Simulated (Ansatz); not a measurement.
# Residual resistivity of an alloy: Ru(0001) with 2 layers of random Ru-Ta, 2x2, part 2 of 2

How strongly does chemical disorder scatter in Ru(0001) with 2 layers of random Ru-Ta, 2x2?

Ansatz 0.2.0; Ansatz plane-wave DFT, PBE, PAW files; ballistic transport by layer matching (Landauer), zero bias; PAW set soft_1.

So far. Step 3 (With 6 alloy layers): Over the solved energies the transmission per spin lies between 2.31 and 2.33, out of 5.46 channels of the lead on average (up to 5.94).

## 4. With 10 alloy layers

In 10 layers a share of 0.25 of the sites is given to Ta at random. A fresh draw is used; the growth of the resistance with length is what counts.

System of this step: Ru(0001) with 10 layers of random Ru-Ta, 2x2. The cell holds 80 atoms: 70 Ru and 10 Ta. Its edges and angles: a = 5.412 Å, b = 5.412 Å, c = 42.819 Å, α = 90.0°, β = 90.0°, γ = 120.0°. It derives from Ru. Regions: lead, 40 atoms (40 Ru); scattering region, 40 atoms (30 Ru and 10 Ta). The structure is stacked along c, and the current runs across the ab planes.

Contents of input.yaml:

```yaml
crystal:
  lattice:
    - [5.4116, 0.0, 0.0]
    - [-2.7058, 4.6865830751, 0.0]
    - [0.0, 0.0, 42.819]
  atoms:
    - { symbol: Ru, position: [0.1666666667, 0.3333333333, 0.025] }
    - { symbol: Ru, position: [0.1666666667, 0.8333333333, 0.025] }
    - { symbol: Ru, position: [0.6666666667, 0.3333333333, 0.025] }
    - { symbol: Ru, position: [0.6666666667, 0.8333333333, 0.025] }
    - { symbol: Ru, position: [0.3333333333, 0.1666666667, 0.075] }
    - { symbol: Ru, position: [0.3333333333, 0.6666666667, 0.075] }
    - { symbol: Ru, position: [0.8333333333, 0.1666666667, 0.075] }
    - { symbol: Ru, position: [0.8333333333, 0.6666666667, 0.075] }
    - { symbol: Ru, position: [0.1666666667, 0.3333333333, 0.125] }
    - { symbol: Ru, position: [0.1666666667, 0.8333333333, 0.125] }
    - { symbol: Ru, position: [0.6666666667, 0.3333333333, 0.125] }
    - { symbol: Ru, position: [0.6666666667, 0.8333333333, 0.125] }
    - { symbol: Ru, position: [0.3333333333, 0.1666666667, 0.175] }
    - { symbol: Ru, position: [0.3333333333, 0.6666666667, 0.175] }
    - { symbol: Ru, position: [0.8333333333, 0.1666666667, 0.175] }
    - { symbol: Ru, position: [0.8333333333, 0.6666666667, 0.175] }
    - { symbol: Ru, position: [0.1666666667, 0.3333333333, 0.225] }
    - { symbol: Ru, position: [0.1666666667, 0.8333333333, 0.225] }
    - { symbol: Ru, position: [0.6666666667, 0.3333333333, 0.225] }
    - { symbol: Ru, position: [0.6666666667, 0.8333333333, 0.225] }
    - { symbol: Ru, position: [0.3333333333, 0.1666666667, 0.275] }
    - { symbol: Ru, position: [0.3333333333, 0.6666666667, 0.275] }
    - { symbol: Ru, position: [0.8333333333, 0.1666666667, 0.275] }
    - { symbol: Ru, position: [0.8333333333, 0.6666666667, 0.275] }
    - { symbol: Ru, position: [0.1666666667, 0.3333333333, 0.325] }
    - { symbol: Ru, position: [0.1666666667, 0.8333333333, 0.325] }
    - { symbol: Ta, position: [0.6666666667, 0.3333333333, 0.325] }
    - { symbol: Ru, position: [0.6666666667, 0.8333333333, 0.325] }
    - { symbol: Ta, position: [0.3333333333, 0.1666666667, 0.375] }
    - { symbol: Ru, position: [0.3333333333, 0.6666666667, 0.375] }
    - { symbol: Ru, position: [0.8333333333, 0.1666666667, 0.375] }
    - { symbol: Ru, position: [0.8333333333, 0.6666666667, 0.375] }
    - { symbol: Ru, position: [0.1666666667, 0.3333333333, 0.425] }
    - { symbol: Ta, position: [0.1666666667, 0.8333333333, 0.425] }
    - { symbol: Ru, position: [0.6666666667, 0.3333333333, 0.425] }
    - { symbol: Ru, position: [0.6666666667, 0.8333333333, 0.425] }
    - { symbol: Ru, position: [0.3333333333, 0.1666666667, 0.475] }
    - { symbol: Ru, position: [0.3333333333, 0.6666666667, 0.475] }
    - { symbol: Ta, position: [0.8333333333, 0.1666666667, 0.475] }
    - { symbol: Ta, position: [0.8333333333, 0.6666666667, 0.475] }
    - { symbol: Ru, position: [0.1666666667, 0.3333333333, 0.525] }
    - { symbol: Ru, position: [0.1666666667, 0.8333333333, 0.525] }
    - { symbol: Ta, position: [0.6666666667, 0.3333333333, 0.525] }
    - { symbol: Ru, position: [0.6666666667, 0.8333333333, 0.525] }
    - { symbol: Ru, position: [0.3333333333, 0.1666666667, 0.575] }
    - { symbol: Ru, position: [0.3333333333, 0.6666666667, 0.575] }
    - { symbol: Ru, position: [0.8333333333, 0.1666666667, 0.575] }
    - { symbol: Ru, position: [0.8333333333, 0.6666666667, 0.575] }
    - { symbol: Ru, position: [0.1666666667, 0.3333333333, 0.625] }
    - { symbol: Ru, position: [0.1666666667, 0.8333333333, 0.625] }
    - { symbol: Ta, position: [0.6666666667, 0.3333333333, 0.625] }
    - { symbol: Ru, position: [0.6666666667, 0.8333333333, 0.625] }
    - { symbol: Ta, position: [0.3333333333, 0.1666666667, 0.675] }
    - { symbol: Ru, position: [0.3333333333, 0.6666666667, 0.675] }
    - { symbol: Ta, position: [0.8333333333, 0.1666666667, 0.675] }
    - { symbol: Ru, position: [0.8333333333, 0.6666666667, 0.675] }
    - { symbol: Ru, position: [0.1666666667, 0.3333333333, 0.725] }
    - { symbol: Ru, position: [0.1666666667, 0.8333333333, 0.725] }
    - { symbol: Ru, position: [0.6666666667, 0.3333333333, 0.725] }
    - { symbol: Ta, position: [0.6666666667, 0.8333333333, 0.725] }
    - { symbol: Ru, position: [0.3333333333, 0.1666666667, 0.775] }
    - { symbol: Ru, position: [0.3333333333, 0.6666666667, 0.775] }
    - { symbol: Ru, position: [0.8333333333, 0.1666666667, 0.775] }
    - { symbol: Ru, position: [0.8333333333, 0.6666666667, 0.775] }
    - { symbol: Ru, position: [0.1666666667, 0.3333333333, 0.825] }
    - { symbol: Ru, position: [0.1666666667, 0.8333333333, 0.825] }
    - { symbol: Ru, position: [0.6666666667, 0.3333333333, 0.825] }
    - { symbol: Ru, position: [0.6666666667, 0.8333333333, 0.825] }
    - { symbol: Ru, position: [0.3333333333, 0.1666666667, 0.875] }
    - { symbol: Ru, position: [0.3333333333, 0.6666666667, 0.875] }
    - { symbol: Ru, position: [0.8333333333, 0.1666666667, 0.875] }
    - { symbol: Ru, position: [0.8333333333, 0.6666666667, 0.875] }
    - { symbol: Ru, position: [0.1666666667, 0.3333333333, 0.925] }
    - { symbol: Ru, position: [0.1666666667, 0.8333333333, 0.925] }
    - { symbol: Ru, position: [0.6666666667, 0.3333333333, 0.925] }
    - { symbol: Ru, position: [0.6666666667, 0.8333333333, 0.925] }
    - { symbol: Ru, position: [0.3333333333, 0.1666666667, 0.975] }
    - { symbol: Ru, position: [0.3333333333, 0.6666666667, 0.975] }
    - { symbol: Ru, position: [0.8333333333, 0.1666666667, 0.975] }
    - { symbol: Ru, position: [0.8333333333, 0.6666666667, 0.975] }
kpoints:
  mp_grid: { grid: [5, 5, 1] }
hamiltonian:
  xc: pbe
  pseudopotentials: { kind: paw, azcp: { folder: soft_1 } }
scf:
  occupations: { method: fermi_dirac, width: 0.1 }
output:
  transmission:
    leads: [[0, 8]]
    kmesh: [10, 10]
    e_range: [-0.05, 0.05]
    de: 0.05
  write_potential: true
  write_density: true
  volumetric_format: npy
```

The run is started by

```console
$ ansatz run input.yaml --threads 4 --pin off --max-ram 15360MiB --backend cpu --events-out ev --progress --plain --runs-dir out
```

Numbers of over 12 decimals in the logs are rounded to 6 here.

Output:

```text
[...]
Crystal: 80 atoms, lattice volume = 1085.972 Å³
Basis set: ecut = 420 eV, 21185 PW (Γ)
Bands: 750, of which v1, the nominal top of the filled ones, is band 625 counted from 1 (624 counted from 0)
Symmetry: 1 space group operations
[...]
k-points: 13 of 25 (time reversal used)
[...]
SCF iter   1: F=—  HF=-510999.292544 eV  |F-HF|=—  |Δ(HF+E_count)|=         —  Δρ=2.01e-1  dr2=6.51e3  ethr=3.10e-3  ⟨swp⟩=5.0  Hψ=30930  notcnv=0
[...]
SCF iter  12: F=-510843.679095 eV  HF=-510843.679095 eV  |F-HF|=1.26e-8  |Δ(HF+E_count)|=   1.92e-9  Δρ=1.88e-7  dr2=1.25e-8  ethr=4.72e-12  ⟨swp⟩=1.0  Hψ=19304  notcnv=0
SCF 1 converged in 12 iterations: F = -510843.679095 eV  dr2 = 1.25e-8
[...]
transmission: 417 of 4160 steps passed
transmission: 832 of 4160 steps passed
[...]
transmission: 4160 of 4160 steps passed
SCF converged after 12 iterations
Free energy (F): -510843.679095 eV
[...]
Internal energy: -510841.327434 eV  (E = F + TS)
E sigma→0 (E₀):  -510842.503264 eV
Entropy (-TS):   -2.351661 eV (-29.396 meV/atom)
Fermi energy:    23.614988 eV
[...]
--- Band table (eV; the first three rows and the last of 13) ---
  k-point 0: bands = [... 621 lower, 24.4220, 24.4465, 24.5024, 24.5346, 24.5554, 24.5871, 24.5915, 24.6162, ... 121 higher]
  k-point 1: bands = [... 621 lower, 23.9136, 23.9288, 23.9680, 24.0078, 24.0381, 24.0656, 24.1128, 24.1283, ... 121 higher]
  k-point 2: bands = [... 621 lower, 23.2891, 23.3170, 23.3360, 23.3755, 23.3814, 23.3957, 23.4478, 23.4759, ... 121 higher]
  k-point 12: bands = [... 621 lower, 23.4156, 23.4466, 23.4660, 23.5467, 23.5590, 23.6037, 23.6275, 23.6444, ... 121 higher]
--- Transmission ---
  basis      : 223 plane waves across, 80 finite elements along
  points     : 52, standing for a mesh of 10 x 10
[...]
channels       : 5.280000e0 a spin
[...]
junction   : crystal 0 to crystal 0, 1.44 to 39.98 Å
    transmission   : 1.747509e0 a spin
[...]
```

The job ended after 23 min (4 threads of Intel Xeon Platinum 8375C at 2.90GHz (Ice Lake), shared host; peak memory 8.4 GiB).

Numbers from this step:

```
free energy                                   : -510843.6791 eV
energy at zero smearing                       : -510842.5033 eV
Fermi energy                                  : 23.61 eV
transmission per spin nearest the Fermi level : 1.748
step of the lead's potential                  : 8.3 meV
```

Per spin. The transmission, zone mean by energy, zero at the Fermi level:

| energy (eV) | transmission, zone mean |
| --- | --- |
| -0.0500 | 1.74 |
| 0.0000 | 1.75 |
| 0.0500 | 1.81 |

Over the solved energies the transmission per spin lies between 1.74 and 1.81, out of 5.5 channels of the lead on average (up to 6.06).

## 5. Resistance against length

This step: Ansatz plane-wave DFT, PBE, PAW files; ballistic transport by layer matching (Landauer), zero bias; residual resistivity from the slope of the area resistance, atoms on the host's lattice; PAW set soft_1 (Ansatz 0.2.0).

This step gave:

- resistivity: 52.23 µΩ cm
- intercept: 0.1394 fΩ m²
- scatter about the fit: 0.002353 fΩ m²

Resistance, by row:

| run | length (Å) | T | channels N | RA (fΩ m²) |
| --- | --- | --- | --- | --- |
| n2 | 4.282 | 3.388 | 5.413 | 0.3614 |
| n6 | 12.85 | 2.316 | 5.46 | 0.8136 |
| n10 | 21.41 | 1.768 | 5.5 | 1.256 |

Table of area resistance by length of the alloy:

| length of the alloy (Å) | area resistance (fΩ m²) |
| --- | --- |
| 4.28 | 0.361 |
| 12.85 | 0.814 |
| 21.41 | 1.26 |

The area resistance goes from 0.36 to 1.3 fΩ m² between 4.3 and 21.4 Å, a slope of 52 µΩ cm.

By hand from the end points: (1.256 − 0.3614) fΩ m² / (21.41 − 4.28) Å = 52 µΩ cm, since 1 fΩ m² per Å is 1000 µΩ cm.

## 6. Outcome

```json
{
  "resistivity from the slope": "52.2 µΩ cm",
  "area resistance over 4.28 Å": "0.361 fΩ m²",
  "area resistance over 12.8 Å": "0.814 fΩ m²",
  "area resistance over 21.4 Å": "1.26 fΩ m²"
}
```

What this shows: The slope gives 52 µΩ cm. The points scatter by 0.0024 fΩ m² about the line, with one random draw a length in a 2x2 cell, so the slope is a rough value. The lead's own channel count moves between the runs (5.41, 5.46 and 5.5), which shifts RA and the slope too. Read with a model of isotropic scattering on a spherical Fermi surface and the lead's 1.7×10¹⁵ S/m², this slope means a mean free path near 8.8 Å; over these lengths the model's slope is within 3 % of its bulk resistivity. The draw over the shortest length came out nearly ordered, with 8 symmetry operations, so that point is a poor sample of a random alloy. The atoms sit on the host's lattice, so scattering by size misfit is left out. Spin-orbit coupling is left out, which matters for Ta.

[Logs are printed without paths, hosts, clocks, repeated set-up lines and the standing remarks that a program may print on its own settings, such as how far it seeks lower states.]

[Hosts, paths, dates, database ids (printed as entryN), source tags and the programs' standing remarks are cut or masked in the printed files.]
